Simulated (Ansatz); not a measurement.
Theory: DFT PBE, scalar-relativistic, plane waves, PAW (Ansatz). Settings: cutoff 420 eV, Γ-centred meshes spaced at most about 0.3 Å⁻¹, and about 0.25 Å⁻¹ or finer for metals (2π included), Gaussian smearing. No spin polarisation.

All energies are static (0 K, no zero-point motion).

Two relaxed structures of Al₄P:

A.

```yaml
crystal:
  lattice:
    - [-1.79183, 1.79183, 7.04201]
    - [1.79183, -1.79183, 7.04201]
    - [1.79183, 1.79183, -7.04201]
  atoms:
    - { symbol: Al, position: [0.75000, 0.25000, 0.50000] }
    - { symbol: Al, position: [0.59251, 0.59251, 0.00000] }
    - { symbol: Al, position: [0.40749, 0.40749, 0.00000] }
    - { symbol: Al, position: [0.25000, 0.75000, 0.50000] }
    - { symbol: P, position: [0.00000, 0.00000, 0.00000] }
```

B.

```yaml
crystal:
  lattice:
    - [-3.02864, 3.02864, 2.83606]
    - [3.02864, -3.02864, 2.83606]
    - [3.02864, 3.02864, -2.83606]
  atoms:
    - { symbol: Al, position: [0.28074, 0.28074, 0.56147] }
    - { symbol: Al, position: [0.71926, 0.71926, 0.43853] }
    - { symbol: Al, position: [0.28074, 0.71926, 0.00000] }
    - { symbol: Al, position: [0.71926, 0.28074, 0.00000] }
    - { symbol: P, position: [0.00000, 0.00000, 0.00000] }
```

Task: Which form is favoured at zero pressure, and by what margin per atom?

Result: A is lower, by 68 meV/atom. A has space group I4/mmm (No. 139), 18.1 Å³/atom and no gap on its mesh; B has space group I4/mmm (No. 139), 20.8 Å³/atom and no gap. Counting Al atoms around P (those within 1.25 times the shortest such distance or 1.15 times the sum of covalent radii, 1.27 where that leaves under three; the shortest distance is added where it exceeds 1.18 times the sum of covalent radii), A has P 8 from 2.8 Å and B has P 4. The denser one is the lower, and pressure would at first widen the difference. Even the lower one lies +0.28 eV/atom against the reference forms of the elements (uncorrected), so neither is stable at this level. In A, Al on a site of symmetry -4m2 is surrounded by 4 Al at 2.53 Å and 4 Al at 2.85 Å; around Al on a site of symmetry 4mm lie 1 Al at 2.61 Å, 4 P at 2.85 Å and 4 Al at 2.85 Å; around P lie 8 Al at 2.85 Å. In B, around Al lie 1 P at 2.40 Å, 2 Al at 2.66 Å and 2 Al at 2.88 Å; P is surrounded by 4 Al at 2.40 Å. Both come from invented guesses. The lowest form computed isn't among them: it has space group I4/mmm (No. 139), 18.8 Å³/atom and lies 111 meV/atom below the best shown.

Cells relaxed within their symmetry can be saddle points. Some structure types and database cells were kept out of the candidates from the start, so a known form may be missing.
